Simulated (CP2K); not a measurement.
CdTe:

```
Te Cd
1.0
     4.53255    0.00000    0.00000
     2.26628    3.92531    0.00000
     2.26628    1.30844    3.70082
Te Cd
1 1
Direct
  0.75000 0.75000 0.75000
  0.00000 0.00000 0.00000
```

Program: CP2K 2026.2. Alike in all runs: task single point; no spin polarisation; cell as given; k mesh 7 × 7 × 7.

Problem. Order these runs on this cell by their pressure, lowest first.
A. level LDA; potentials or basis GTH_POTENTIALS Te GTH-PADE-q6, Cd GTH-PADE-q12; TZVP-MOLOPT-PBE-GTH basis; smearing gaussian 0.05 eV; NGRIDS 4
B. level PBE; potentials or basis POTENTIAL_UZH Te GTH-PBE-q6, Cd GTH-PBE-q12; TZVP-MOLOPT-PBE-GTH basis; smearing gaussian 0.05 eV; NGRIDS 5
C. level PBEsol; potentials or basis POTENTIAL_UZH Te GTH-PBE-q6, Cd GTH-PBE-q12; TZVP-MOLOPT-PBE-GTH basis; smearing gaussian 0.1 eV; NGRIDS 4

Solution. A (0.5 GPa), C (2.9 GPa), B (4.9 GPa).

Caveats: the basis of atomic orbitals isn't converged, which shifts pressures, moduli and gaps; the potentials were made for another functional, which shifts forces and pressure (some runs).
